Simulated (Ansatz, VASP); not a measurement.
## KBr in VASP and in Ansatz

```
K Br
1.0
     0.00000    3.30400    3.30400
     3.30400    0.00000    3.30400
     3.30400    3.30400    0.00000
K Br
1 1
Direct
  0.00000 0.00000 0.00000
  0.50000 0.50000 0.50000
```

Alike in both runs: task single point; functional r2SCAN; k mesh 6 × 6 × 6; occupations gaussian, width 0.05 eV; no spin polarisation.

```csv
,VASP,Ansatz
version,VASP 6.6.1,Ansatz 0.2.0
potentials or method,"VASP PAW PBE potentials, release 64 (K_sv, Br)","scalar-relativistic, plane waves, PAW"
plane-wave cutoff (eV),520,500
valence electrons in the cell,16,16
```

```csv
,VASP,Ansatz,Ansatz less VASP
gap on the k mesh at the Fermi level (eV),5.07,5.07,-0.002
least direct gap on the mesh (eV),5.07,5.07,-0.002
pressure (GPa),0.0,0.0,0.00
```

The functional is the same, so the differences come from potentials, cutoffs and numerics.

Caveats: the PAW data sets were made with another functional, which shifts forces and pressure a little (VASP). r2SCAN opens gaps a little over a GGA but as a rule still falls short of measured ones.
